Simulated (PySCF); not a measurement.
From one molecule to another.

First species: C3H16Si4.
SMILES: `[SiH3]C[SiH2]C[SiH2]C[SiH3]`

Second species: benzaldehyde, C7H6O.
Structure used (PBE0-D3(BJ)/def2-SVP), in Å, numbered top down from 1:
```
atom  x, y, z in Å
O1     2.8772   -1.4383   -0.0926
C2     2.3330   -0.3702   -0.2166
C3     0.8800   -0.1411   -0.0596
C4     0.3524    1.1442   -0.2173
C5    -1.0152    1.3605   -0.0672
C6    -1.8553    0.2902    0.2402
C7    -1.3319   -0.9968    0.3981
C8     0.0324   -1.2130    0.2492
H9     2.9209    0.5503   -0.4696
H10    1.0220    1.9752   -0.4586
H11   -1.4290    2.3639   -0.1896
H12   -2.9285    0.4587    0.3582
H13   -1.9964   -1.8298    0.6386
H14    0.4748   -2.2049    0.3663
```

Levels: wB97X-D/def2-SVPD for dipole moment, HOMO energy, LUMO energy, HOMO–LUMO gap, static isotropic polarisability and electronic spatial extent ⟨r²⟩ about the centre of nuclear charge; TDDFT wB97X-D/def2-SVPD for lowest singlet excitation; TDA wB97X-D/def2-SVPD for lowest triplet excitation (Tamm–Dancoff); ΔSCF wB97X-D/def2-SVPD for vertical ionisation energy; PBE0-D3(BJ)/def2-SVP for rotational constant A and rotational constant C. Geometries: PBE0-D3(BJ)/def2-SVP. Each species is one conformer at its optimised geometry, gas phase, non-relativistic unless stated. Electronic properties by PySCF.

The conformers computed, where there is a choice (atom-mapped SMILES and torsion angles):
- `[SiH3:1][CH2:2][SiH2:3][CH2:4][SiH2:5][CH2:6][SiH3:7]`: Si1–C2–Si3–C4 58°, C2–Si3–C4–Si5 179°, Si3–C4–Si5–C6 -63°, C4–Si5–C6–Si7 -177°
- `[O:1]=[CH:2][c:3]1[cH:4][cH:5][cH:6][cH:7][cH:8]1`: O1–C2–C3–C4 180°

| property | column X | column Y |
| --- | --- | --- |
| dipole moment | 3.46 D | 1.75 D |
| HOMO energy | -9.53 eV | -10.21 eV |
| LUMO energy | -0.25 eV | 1.83 eV |
| HOMO–LUMO gap | 9.28 eV | 12.04 eV |
| lowest singlet excitation | 3.90 eV | 8.01 eV |
| lowest triplet excitation (Tamm–Dancoff) | 3.41 eV | 7.70 eV |
| static isotropic polarisability | 84.2 au | 147.1 au |
| vertical ionisation energy | 9.67 eV | 10.21 eV |
| electronic spatial extent ⟨r²⟩ about the centre of nuclear charge | 935 bohr² | 3402 bohr² |
| rotational constant A | 5.240 GHz | 3.966 GHz |
| rotational constant C | 1.207 GHz | 0.324 GHz |

(1) Which column belongs to which species?

(2) How does each property change from the first species to the second?

Answers

(1) Column X is the second species and column Y the first. The first has 23 atoms and 90 electrons, the second 14 and 56.

(2) dipole moment +1.71 D; HOMO energy +0.68 eV; LUMO energy -2.08 eV; HOMO–LUMO gap -2.76 eV; lowest singlet excitation -4.11 eV; lowest triplet excitation (Tamm–Dancoff) -4.29 eV; static isotropic polarisability -62.9 au; vertical ionisation energy -0.54 eV; electronic spatial extent ⟨r²⟩ about the centre of nuclear charge -2467 bohr²; rotational constant A +1.274 GHz; rotational constant C +0.883 GHz.

On the first: The vertical singlet–triplet gap S1 − T1 is 0.31 eV (TDDFT singlet less Tamm–Dancoff triplet). The polarisability is 21.79 Å³ as a volume (1 au = 0.148185 Å³), or 1.63 au for each of the 90 electrons.

On the second: The 10 singlets span 3.90 to 7.81 eV, and their oscillator strengths add up to 1.02. The dipole matches unit charges of opposite sign 0.72 Å apart (1 e·Å = 4.8032 D).
